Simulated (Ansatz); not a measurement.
Rock-salt NaBr was calculated with PBE-D3(BJ) in Ansatz (PAW).

Run with plane-wave cutoff 520 eV, 10×10×10 k mesh, Fermi–Dirac smearing 0.01 eV, scalar-relativistic PAW data made under PBE.

Properties against volume:

```json
[
 {"V (Å³/atom)": "24.110", "P (GPa)": "1.67", "direct gap at Γ (eV)": "4.472"},
 {"V (Å³/atom)": "24.623", "P (GPa)": "1.05", "direct gap at Γ (eV)": "4.401"},
 {"V (Å³/atom)": "25.136", "P (GPa)": "0.49", "direct gap at Γ (eV)": "4.334"},
 {"V (Å³/atom)": "25.649", "P (GPa)": "0.00", "direct gap at Γ (eV)": "4.270"},
 {"V (Å³/atom)": "26.161", "P (GPa)": "-0.44", "direct gap at Γ (eV)": "4.209"},
 {"V (Å³/atom)": "26.674", "P (GPa)": "-0.84", "direct gap at Γ (eV)": "4.152"},
 {"V (Å³/atom)": "27.187", "P (GPa)": "-1.19", "direct gap at Γ (eV)": "4.097"}
]
```

A straight line through the gaps at Γ against ln V gives a volume deformation potential dE_g(Γ)/d ln V of -3.1 eV: the gap at Γ widens under compression.

Measured, for comparison: band gap 7.1 eV (temperature not stated, not corrected to a static lattice; as tabulated in Aguado et al. (1998), arXiv:cond-mat/9809176).

Spin–orbit coupling is not included.

Ansatz is a quantum-chemistry and plane-wave program.
